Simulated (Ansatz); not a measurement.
# B: pressure up to the limit of the methods

An exercise on one series of results from a longer session: the logs are not shown, and one member is left open.

Program: Ansatz 0.2.0. Level of theory: DFT PBE, with the methods named in each step. These are calculated values, not measurements.

3 further runs of the same task are left out: 3 that didn't finish.

### Starting point

Symmetry: P6/mmm, No. 191, hexagonal system. The conventional cell has a = 2.862 Å, b = 2.862 Å, c = 2.829 Å, α = 90.00°, β = 90.00°, γ = 120.00°. B (site symmetry 6/mmm) has 12 B at 2.18 Å as nearest neighbours. Around B (site symmetry -6m2) lie 3 B at 1.65 Å.

Structure file:

```xyz
3
Lattice="2.8617 0.0000 0.0000 -1.4308 2.4783 0.0000 0.0000 0.0000 2.8291" Properties=species:S:1:pos:R:3 pbc="T T T"
B     0.0000    0.0000    0.0000
B     0.0000    1.6522    1.4146
B     1.4308    0.8261    1.4146
```

Whether this phase is the stable one at these pressures isn't tested.

Atoms are numbered in the order of the input: B1, B2, B3.

Set-up of the first run:

input.yaml reads:

```yaml
crystal:
  lattice:
    - [2.8616757361, 0.0, 0.0]
    - [-1.4308378681, 2.4782838849, 0.0]
    - [0.0, 0.0, 2.8291063123]
  atoms:
    - { symbol: B, position: [0.0, 0.0, 0.0] }
    - { symbol: B, position: [0.3333333333, 0.6666666667, 0.5] }
    - { symbol: B, position: [0.6666666667, 0.3333333333, 0.5] }
kpoints:
  mp_grid: { grid: [12, 12, 16] }
  band_path:
    path:
      - [0.0, 0.0, 0.0]
      - [0.5, 0.0, 0.0]
      - [0.3333333333, 0.3333333333, 0.0]
      - [0.0, 0.0, 0.0]
      - [0.0, 0.0, 0.5]
      - [0.5, 0.0, 0.5]
      - [0.3333333333, 0.3333333333, 0.5]
      - [0.0, 0.0, 0.5]
      - [0.5, 0.0, 0.5]
    npoints: 14
scf:
  occupations: { method: fermi_dirac, width: 0.05 }
hamiltonian:
  xc: pbe
  pseudopotentials: { kind: all_electron, lapw: { basis_error: 0.001 } }
output:
  forces: true
  stress: true
  eigenvalues: true
  populations: true
  dos: { projected: true, de: 0.2, e_range: [-14, 8] }
```

On the command line:

```sh
ansatz run input.yaml --threads 1 --pin off --max-ram 3072MiB --backend cpu --events-out ev --progress --plain --runs-dir out
```

Among the steps run: The reference volume, LAPW; Volume scaled by 1, crystal datasets; Volume scaled by 1, norm-conserving; Volume scaled by 0.7, LAPW; Volume scaled by 0.7, norm-conserving; Volume scaled by 0.6, LAPW; Volume scaled by 0.6, crystal datasets; Volume scaled by 0.6, norm-conserving; Volume scaled by 0.5, LAPW; Volume scaled by 0.4, LAPW; Volume scaled by 0.4, crystal datasets; Volume scaled by 0.4, norm-conserving.

One table of the session follows, with a row left open; its other results are not shown here.

 The rows PAW, 0.4 and PAW (partial_waves polarizable), 0.4 agree to the last digit and may rest on the same set-up.

```
                         method  volume over the first  volume (Å³/atom)  pressure (GPa)
                           LAPW                      1             6.688           -0.02
                           LAPW                    0.7             4.682          145.62
                           LAPW                    0.6             4.013          270.75
                           LAPW                    0.5             3.344          496.46
                           LAPW                    0.4             2.675          871.31
                            PAW                      1             6.688            0.01
                            PAW                    0.7             4.682          145.80
                            PAW                    0.6             4.013          270.89
                            PAW                    0.5             3.344          496.14
                            PAW                    0.4             2.675          871.11
PAW (partial_waves polarizable)                    0.4             2.675          871.11
               crystal datasets                      1             6.688           -0.02
               crystal datasets                    0.6             4.013          270.74
               crystal datasets                    0.4             2.675          871.29
                norm-conserving                      1             6.688            0.00
                norm-conserving                    0.7             4.682          145.10
                norm-conserving                    0.6                 ?               ?
                norm-conserving                    0.4             2.675          868.28
```

Q: Estimate the row for norm-conserving, 0.6 from the others.

The run gave: volume (Å³/atom): 4.013; pressure (GPa): 269.76.

Limits of these values: Warnings in the runs' records: crystal datasets made.
